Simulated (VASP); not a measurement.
# PbSe (Clausthalite) (Fm-3m) in VASP: settings compared

PbSe (Clausthalite) is run at these levels: PBE, r2SCAN; tasks: single point.

Program: VASP 6.6.1. These are calculated values, not measurements. Logs are shortened: lines on timing, memory, paths and dates and some standing lists are left out, and cuts for length are marked.

**What was measured.**

From a printed reference work, monograph, for a bulk crystal of PbSe: band gap 0.28 eV (direct) at 300 K; band gap 0.15 eV (direct) at 4.2 K.

The runs below are set against these values where they give the same quantity.

### Step 1. The cell of the first run

It takes space group Fm-3m (No. 225, cubic). The conventional cell has a = 6.139 Å, b = 6.139 Å, c = 6.139 Å, α = 90.00°, β = 90.00°, γ = 90.00°. Within 4.0 Å of Pb (site symmetry m-3m) lie 6 Se at 3.07 Å. Se (site symmetry m-3m) has 6 Pb at 3.07 Å within 4.0 Å.

### Step 2. Single point, PBE

Input file INCAR:

```
ALGO = Normal
EDIFF = 1E-6
ENCUT = 520
GGA = PE
ISIF = 2
ISMEAR = 0
LASPH = True
LCHARG = True
LELF = True
LREAL = False
LVHAR = True
LWAVE = False
NBANDS = 17
NELM = 60
PREC = Accurate
SIGMA = 0.01
```

Input file KPOINTS:

```
k-points
0
Gamma
  6 6 6
```

Input file POSCAR:

```
PbSe
1.0
    0.0000000000      3.0696893648      3.0696893648
    3.0696893648      0.0000000000      3.0696893648
    3.0696893648      3.0696893648      0.0000000000
Pb Se
1 1
Direct
    0.0000000000      0.0000000000      0.0000000000
    0.5000000000      0.5000000000      0.5000000000
```

Potentials or basis: VASP PAW PBE potentials, release 64 (Pb_d, Se).

The run is started by

```bash
$ cat potpaw_PBE.64/Pb_d/POTCAR potpaw_PBE.64/Se/POTCAR > POTCAR
$ mpirun -np 1 vasp_std > vasp.out
```

OUTCAR:

```text
EDIFF = 1E-6
   ENCUT = 520
   GGA = PE
   ISIF = 2
   ISMEAR = 0
   LASPH = True
   LREAL = False
   NELM = 60
   PREC = Accurate

 ion  position               nearest neighbor table
   1  0.000  0.000  0.000-   2 3.07   2 3.07   2 3.07   2 3.07   2 3.07   2 3.07
   2  0.500  0.500  0.500-   1 3.07   1 3.07   1 3.07   1 3.07   1 3.07   1 3.07

  LATTYP: Found a face centered cubic cell.
 ALAT       =     6.1393787296

  Lattice vectors:

 A1 = (   0.0000000000,   3.0696893648,   3.0696893648)
 A2 = (   3.0696893648,   0.0000000000,   3.0696893648)
 A3 = (   3.0696893648,   3.0696893648,   0.0000000000)

Analysis of symmetry for initial positions (statically):
=====================================================================
 Subroutine PRICEL returns:
 Original cell was already a primitive cell.

 Routine SETGRP: Setting up the symmetry group for a
 face centered cubic supercell.

 Subroutine GETGRP returns: Found 48 space group operations
 (whereof 48 operations were pure point group operations)
 out of a pool of 48 trial point group operations.

The static configuration has the point symmetry O_h .

Analysis of symmetry for dynamics (positions and initial velocities):
=====================================================================
 Subroutine PRICEL returns:
 Original cell was already a primitive cell.

 Routine SETGRP: Setting up the symmetry group for a
 face centered cubic supercell.

 Subroutine GETGRP returns: Found 48 space group operations
 (whereof 48 operations were pure point group operations)
 out of a pool of 48 trial point group operations.

The dynamic configuration has the point symmetry O_h .

 Subroutine INISYM returns: Found 48 space group operations
 (whereof 48 operations are pure point group operations),
 and found     1 'primitive' translations

----------------------------------------------------------------------------------------

                                     Primitive cell

  volume of cell :      57.8513

  direct lattice vectors                    reciprocal lattice vectors
     0.000000000  3.069689365  3.069689365    -0.162882931  0.162882931  0.162882931
     3.069689365  0.000000000  3.069689365     0.162882931 -0.162882931  0.162882931
     3.069689365  3.069689365  0.000000000     0.162882931  0.162882931 -0.162882931

  length of vectors
     4.341196332  4.341196332  4.341196332     0.282121512  0.282121512  0.282121512

  position of ions in fractional coordinates (direct lattice)
     0.000000000  0.000000000  0.000000000
     0.500000000  0.500000000  0.500000000

  ion indices of the primitive-cell ions
   primitive index   ion index
                 1           1
                 2           2

----------------------------------------------------------------------------------------

 KPOINTS: k-points

Automatic generation of k-mesh.
 Grid dimensions read from file:
 generate k-points for:    6    6    6

 Generating k-lattice:

  Cartesian coordinates                     Fractional coordinates (reciprocal lattice)
    -0.027147155  0.027147155  0.027147155     0.166666667  0.000000000  0.000000000
     0.027147155 -0.027147155  0.027147155     0.000000000  0.166666667  0.000000000
     0.027147155  0.027147155 -0.027147155     0.000000000  0.000000000  0.166666667

  Length of vectors
     0.047020252  0.047020252  0.047020252

  Shift w.r.t. Gamma in fractional coordinates (k-lattice)
     0.000000000  0.000000000  0.000000000

 Subroutine IBZKPT returns following result:
 ===========================================

 Found     16 irreducible k-points:

 Following reciprocal coordinates:
            Coordinates               Weight
  0.000000  0.000000  0.000000      1.000000
  0.166667  0.000000  0.000000      8.000000
  0.333333  0.000000  0.000000      8.000000
  0.500000  0.000000  0.000000      4.000000
  0.166667  0.166667  0.000000      6.000000
  0.333333  0.166667  0.000000     24.000000
[... 8 lines left out ...]
 -0.333333  0.333333  0.166667     24.000000
 -0.333333  0.500000  0.166667     12.000000
   k-points           NKPTS =     16   k-points in BZ     NKDIM =     16   number of bands    NBANDS=     17
   number of dos      NEDOS =    301   number of ions     NIONS =      2
   total plane-waves  NPLWV =  32768
   dimension x,y,z NGX =    32 NGY =   32 NGZ =   32
   dimension x,y,z NGXF=    64 NGYF=   64 NGZF=   64
   ions per type =               1   1
   NGX,Y,Z   is equivalent  to a cutoff of  12.25, 12.25, 12.25 a.u.
   NGXF,Y,Z  is equivalent  to a cutoff of  24.51, 24.51, 24.51 a.u.
 SYSTEM =  unknown system
   PREC   = accura    normal or accurate (medium, high low for compatibility)
   ISTART =      0    job   : 0-new  1-cont  2-samecut
   ICHARG =      2    charge: 1-file 2-atom 10-const
   ISPIN  =      1    spin polarized calculation?
   LNONCOLLINEAR =      F non collinear calculations
   LSORBIT =      F    spin-orbit coupling
   LASPH  =      T    aspherical Exc in radial PAW
   ENCUT  =  520.0 eV  38.22 Ry    6.18 a.u.   8.07  8.07  8.07*2*pi/ulx,y,z
   NELM   =     60;   NELMIN=  2; NELMDL= -5     # of ELM steps
   EDIFF  = 0.1E-05   stopping-criterion for ELM
   LREAL  =      F    real-space projection
   EDIFFG = 0.1E-04   stopping-criterion for IOM
   NSW    =      0    number of steps for IOM
   IBRION =     -1    ionic relax: 0-MD 1-quasi-New 2-CG
   NFREE  =      0    steps in history (QN), initial steepest desc. (CG)
   ISIF   =      2    stress and relaxation
   ISYM   =      2    0-nonsym 1-usesym 2-fastsym
   POTIM  = 0.5000    time-step for ionic-motion
   TEBEG  =    0.0;   TEEND  =   0.0 temperature during run
   PSTRESS=    0.0 pullay stress
   NELECT =      20.0000    total number of electrons
   NUPDOWN=      -1.0000    fix difference up-down
   EMIN   =  10.00;   EMAX   =-10.00  energy-range for DOS
   EFERMI =   0.00;   METHOD = LEGACY
   ISMEAR =     0;   SIGMA  =   0.01  broadening in eV -4-tet -1-fermi 0-gaus
   EFERMI_NEDOS =   21; number of points for ismear=-14 and -15
   IALGO  =     38    algorithm
   IMIX   =      4    mixing-type and parameters
     AMIX     =   0.40;   BMIX     =  1.00
     AMIX_MAG =   1.60;   BMIX_MAG =  1.00
  volume/ion in A,a.u.               =      28.93       195.20
  Fermi-wavevector in a.u.,A,eV,Ry     =   1.148983  2.171264 17.961904  1.320163
  Thomas-Fermi vector in A             =   2.285655
   LORBIT       =      0    0 simple, 1 ext, 2 COOP (PROOUT), +10 PAW based schemes
   GGA     = PE    functional components
   LHFCALC =     F    Hartree Fock is set to
   AEXX    =    0.0000 exact exchange contribution
   IVDW    =     0    specifies the selected vdW correction
   LEPSILON=     F    determine dielectric tensor
   LRPA    =     F    only Hartree local field effects (RPA)
 non-spin polarized calculation
 Gauss-broadening in eV      SIGMA  =   0.01
  energy-cutoff  :      520.00
  volume of cell :       57.85
 maximum number of plane-waves:      1588
   NGX = 17   NGY = 17   NGZ = 17

 number of electron      19.9999997 magnetization

 Free energy of the ion-electron system (eV)
  ---------------------------------------------------
  ext. energy  EPLUGINS =         0.00000000
  ---------------------------------------------------
  free energy    TOTEN  =        -8.18817349 eV

  energy without entropy =       -8.18817349  energy(sigma->0) =       -8.18817349

 E-fermi :   5.0101     XC(G=0):  -9.4905

 val. band max:        4.9507558152   @ k =   0.5000   0.0000   0.0000
 cond. band min:       5.2725555364   @ k =   0.5000   0.0000   0.0000
 fundamental gap:      0.3217997212
 Fermi energy:         5.0101408261

 k-point     1 :       0.0000    0.0000    0.0000
  band No.  band energies     occupation
      1     -11.8622      2.00000
      2     -11.8622      2.00000
      3     -11.8622      2.00000
      4     -11.8579      2.00000
      5     -11.8579      2.00000
      6      -8.5625      2.00000
[... 9 lines left out ...]
     16      11.4941      0.00000
     17      13.1589      0.00000

 k-point     2 :       0.1667    0.0000    0.0000
  band No.  band energies     occupation
      1     -11.8648      2.00000
      2     -11.8648      2.00000
      3     -11.8613      2.00000
      4     -11.8534      2.00000
      5     -11.8534      2.00000
      6      -8.3588      2.00000
[... 9 lines left out ...]
     16      12.0677      0.00000
     17      14.8321      0.00000

 k-point     3 :       0.3333    0.0000    0.0000
  band No.  band energies     occupation
      1     -11.8763      2.00000
      2     -11.8763      2.00000
      3     -11.8599      2.00000
      4     -11.8377      2.00000
      5     -11.8377      2.00000
      6      -7.8547      2.00000
[... 9 lines left out ...]
     16      13.5134      0.00000
     17      16.7340      0.00000

 k-point     4 :       0.5000    0.0000    0.0000
  band No.  band energies     occupation
      1     -11.8821      2.00000
      2     -11.8821      2.00000
      3     -11.8593      2.00000
      4     -11.8298      2.00000
      5     -11.8298      2.00000
      6      -7.5178      2.00000
[... 9 lines left out ...]
     16      15.1179      0.00000
     17      15.1179      0.00000
[... 183 lines left out ...]
      1     -11.9200      2.00000
      2     -11.8626      2.00000
      3     -11.8611      2.00000
      4     -11.8350      2.00000
      5     -11.8309      2.00000
      6      -7.4697      2.00000
[... 9 lines left out ...]
     16      15.2032      0.00000
     17      15.5297      0.00000

 k-point    15 :      -0.3333    0.3333    0.1667
  band No.  band energies     occupation
      1     -11.9286      2.00000
      2     -11.8645      2.00000
      3     -11.8496      2.00000
      4     -11.8466      2.00000
      5     -11.8245      2.00000
      6      -7.2334      2.00000
[... 9 lines left out ...]
     16      16.3317      0.00000
     17      16.3861      0.00000

 k-point    16 :      -0.3333    0.5000    0.1667
  band No.  band energies     occupation
      1     -11.9551      2.00000
      2     -11.8652      2.00000
      3     -11.8524      2.00000
      4     -11.8350      2.00000
      5     -11.8192      2.00000
      6      -7.1394      2.00000
[... 9 lines left out ...]
     16      16.5878      0.00000
     17      17.6065      0.00000

------------------------ aborting loop because EDIFF is reached ----------------------------------------

  FORCE on cell =-STRESS in cart. coord.  units (eV):
  Direction    XX          YY          ZZ          XY          YZ          ZX
  --------------------------------------------------------------------------------------
  -------------------------------------------------------------------------------------
  Total        0.6740616      0.6740616      0.6740616      0.0000000     -0.0000000      0.0000000
  in kB       18.6679606     18.6679606     18.6679606      0.0000000     -0.0000000      0.0000000
  external PRESSURE =      18.6679606 kB  Pullay stress =       0.0000000 kB

 VOLUME and BASIS-vectors are now :
 -----------------------------------------------------------------------------
  energy-cutoff  :      520.00
  volume of cell :       57.85
      direct lattice vectors                 reciprocal lattice vectors
     0.000000000  3.069689365  3.069689365    -0.162882931  0.162882931  0.162882931
     3.069689365  0.000000000  3.069689365     0.162882931 -0.162882931  0.162882931
     3.069689365  3.069689365  0.000000000     0.162882931  0.162882931 -0.162882931

 POSITION                                       TOTAL-FORCE (eV/Angst)
 -----------------------------------------------------------------------------------
      0.00000      0.00000      0.00000        -0.000000     -0.000000     -0.000000
      3.06969      3.06969      3.06969         0.000000      0.000000      0.000000
 -----------------------------------------------------------------------------------
    total drift:                                0.000000     -0.000000     -0.000000

  FREE ENERGIE OF THE ION-ELECTRON SYSTEM (eV)
  ---------------------------------------------------
  free  energy   TOTEN  =        -8.1881734854 eV

  energy  without entropy=       -8.1881734854  energy(sigma->0) =       -8.18817349
```

It took 12 s on 1 thread of Intel Xeon Platinum 8259CL at 2.50GHz (Skylake/Cascade Lake), shared host; peak memory 0.18 GiB.

What came out:

* Free energy: -8.1882 eV
* Pressure: 1.9 GPa
* Band gap on the k mesh: 0.32 eV, direct

Caveat: spin-orbit coupling is left out, which moves the levels of the heavy elements.

### Step 3. Single point, r2SCAN

POSCAR is that of step 2.

Input file INCAR.step1:

```
PREC = Accurate
ENCUT = 520
ISMEAR = 0
SIGMA = 0.01
LREAL = F
LASPH = T
NELM = 60
NBANDS = 17
GGA = PE
ALGO = Normal
EDIFF = 1E-4
LWAVE = T
LCHARG = F
```

Input file INCAR.step2:

```
PREC = Accurate
ENCUT = 520
EDIFF = 1E-7
ISMEAR = 0
SIGMA = 0.01
LREAL = F
LASPH = T
NELM = 60
ALGO = Normal
ISIF = 2
LWAVE = F
LCHARG = T
METAGGA = R2SCAN
LMIXTAU = T
LELF = T
LVHAR = T
NBANDS = 17
ISTART = 1
```

Input file KPOINTS:

```
Automatic mesh
0
Gamma
  6 6 6
```

Potentials or basis: VASP PAW PBE potentials, release 64 (Pb_d, Se).

The run is started by

```bash
$ cat potpaw_PBE.64/Pb_d/POTCAR potpaw_PBE.64/Se/POTCAR > POTCAR
$ cp INCAR.step1 INCAR
$ mpirun -np 1 vasp_std > vasp.out
$ cp INCAR.step2 INCAR
$ mpirun -np 1 vasp_std > vasp.out
```

It took 50 s on 1 thread of Intel Xeon Platinum 8259CL at 2.50GHz (Skylake/Cascade Lake), shared host; peak memory 0.19 GiB.

The run converged. Its results:

- Free energy: -71.9376 eV
- Pressure: 1.0 GPa
- Band gap on the k mesh: 0.61 eV, direct

Levels at points of the mesh, in eV from the valence-band top:
| k point | band 8 | band 9 | band 10 | band 11 | band 12 | band 13 |
| --- | --- | --- | --- | --- | --- | --- |
| (0.00, 0.00, 0.00) | -1.98 | -1.98 | -1.98 | 5.02 | 5.02 | 5.02 |
| (0.50, 0.00, 0.00) | -1.57 | -1.57 | 0.00 | 0.61 | 1.94 | 1.94 |
| (0.50, 0.50, 0.00) | -5.07 | -3.33 | -3.33 | 4.06 | 5.96 | 5.96 |

Caveat: the PAW data sets were made with another functional, which shifts forces and pressure a little; spin-orbit coupling is left out, which moves the levels of the heavy elements.

### Step 4. Single point, PBE, non-collinear spin, zero start, spin-orbit coupling

Input file INCAR:

```
SYSTEM = PbSe
ALGO = Normal
EDIFF = 1E-6
ENCUT = 520
GGA = PE
GGA_COMPAT = .FALSE.
ISIF = 2
ISMEAR = -1
LASPH = .TRUE.
LCHARG = .TRUE.
LORBIT = 11
LORBMOM = .TRUE.
LREAL = .FALSE.
LSORBIT = .TRUE.
LVHAR = .TRUE.
LWAVE = .FALSE.
MAGMOM = 0 0 0 0 0 0
NBANDS = 32
NELM = 150
PREC = Accurate
SIGMA = 0.02
```

Input file KPOINTS:

```
k-points
0
G
  4 4 4
  0 0 0
```

POSCAR is that of step 3.

The run is started by

```bash
$ cat potpaw_PBE.64/Pb_d/POTCAR potpaw_PBE.64/Se/POTCAR > POTCAR
$ mpirun -np 1 vasp_ncl > vasp.out
```

It took 36 s on 1 thread of Intel Xeon Platinum 8259CL at 2.50GHz (Skylake/Cascade Lake), shared host; peak memory 0.3 GiB.

It converged, with:

| Quantity | Value |
| --- | --- |
| Free energy | -8.5939 eV |
| Pressure | 0.9 GPa |
| Net moment | 0.00 μB per cell |
| Valence electrons inside the program's atomic spheres | Pb 11.86; Se 3.79 |

Moments on the atoms (μB; x, y, z):
```
Pb  0.00 0.00 0.00
Se  0.00 0.00 0.00
```

Caveat: the k points lie up to 0.44 Å⁻¹ apart.

### Step 5. The runs side by side

| level | spin | k mesh | smearing | gap on the mesh (eV) | pressure (GPa) |
| --- | --- | --- | --- | --- | --- |
| PBE | off | 6 × 6 × 6 | gaussian 0.01 eV | 0.32 | 1.9 |
| r2SCAN | off | 6 × 6 × 6 | gaussian 0.01 eV | 0.61 | 1.0 |
| PBE | non-collinear, zero start, SOC | 4 × 4 × 4 | fermi-dirac 0.02 eV | - | 0.9 |

Alike in all rows: task single point; potentials or basis VASP PAW PBE potentials, release 64 (Pb_d, Se); cell as given; cutoff (eV) 520.

Caveats: some runs use coarse meshes; spin-orbit coupling is left out, which moves the levels of the heavy elements (some runs); the PAW data sets were made with another functional, which shifts forces and pressure a little (some runs).

Absolute energies hang on the potentials; compare differences alone.

### Step 6. Against experiment

Step 2. A measured gap of PbSe is 0.28 eV (direct; 300 K; a printed reference work, monograph); the calculated 0.32 eV misses it by +0.04 eV. 2 values of this kind are on record (0.15 to 0.28 eV); this one was drawn at random. Spin-orbit coupling on Pb, Se is left out. The value is that of PBE on a finite k mesh, which can miss the band edges, without temperature or zero-point motion.

Step 3. Measured gap of PbSe: 0.15 eV (direct; 4.2 K; a printed reference work, monograph). This calculation gives 0.61 eV (+0.46 eV). 2 values of this kind are on record (0.15 to 0.28 eV); this one was drawn at random. Spin-orbit coupling on Pb, Se is left out. The value is that of r2SCAN on a finite k mesh, which can miss the band edges, without temperature or zero-point motion.
